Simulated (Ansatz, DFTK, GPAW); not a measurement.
# One calculation of Pt, 3 ways

```
CELL_PARAMETERS angstrom
0.00000 1.96090 1.96090
1.96090 0.00000 1.96090
1.96090 1.96090 0.00000
ATOMIC_POSITIONS crystal
Pt 0.00000 0.00000 0.00000
```

Alike in all runs: task band structure; functional RPBE; k mesh 12 × 12 × 12; occupations fermi-dirac, width 0.05 eV; no spin polarisation; no spin-orbit coupling. Pressure is positive in compression and, in plane waves, holds the error of the finite cutoff.

| program and potentials | plane-wave cutoff (eV) | notes | pressure (GPa) |
| --- | --- | --- | --- |
| DFTK, PseudoDojo SR PBE 0.5 standard (PBE) | 1143 | potentials made for PBE; 18 valence electrons an atom on average | 13.68 |
| Ansatz, all-electron LAPW, scalar-relativistic | - | - | ? |
| GPAW, the program's PAW data sets (release 1.2.1) made for this functional | 600 | 16 valence electrons an atom on average | 14.53 |

Question: Estimate from the other rows what the run with Ansatz, all-electron LAPW, scalar-relativistic gave.

Answer: Pressure 14.49 GPa. The other rows, which needn't bracket it: pressure 13.68 to 14.53.
